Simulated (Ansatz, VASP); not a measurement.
# Ti: VASP beside Ansatz

```
Ti
1.0
     4.65695    0.00000    0.00000
    -2.32848    4.03304    0.00000
     0.00000    0.00000    2.88167
Ti
3
Direct
  0.66667 0.33333 0.50000
  0.33333 0.66667 0.50000
  0.00000 0.00000 0.00000
```

Change from the starting cell: volume scaled by 1.06.

Alike in both runs: task single point; functional PBE; k mesh 7 × 7 × 9; occupations fermi-dirac, width 0.05 eV; no spin polarisation.

|  | VASP | Ansatz |
| --- | --- | --- |
| version | VASP 6.6.1 | Ansatz 0.2.0 |
| potentials or method | VASP PAW PBE potentials, release 64 (Ti_sv) | Ansatz PAW |
| plane-wave cutoff (eV) | 520 | 420 |
| valence electrons in the cell | 36 | 36 |

VASP gave:

| Property | Result |
| --- | --- |
| gap on the k mesh at the Fermi level (eV) | none |
| pressure (GPa) | -5.4 |
| largest component of the traceless stress (GPa) | 0.28 |

Task: What did Ansatz give for the same quantities?

Result: gap on the k mesh at the Fermi level (eV): none; pressure (GPa): -5.2; largest component of the traceless stress (GPa): 0.28.

A gap of «none» marks a metal or a gap that the smearing closes.
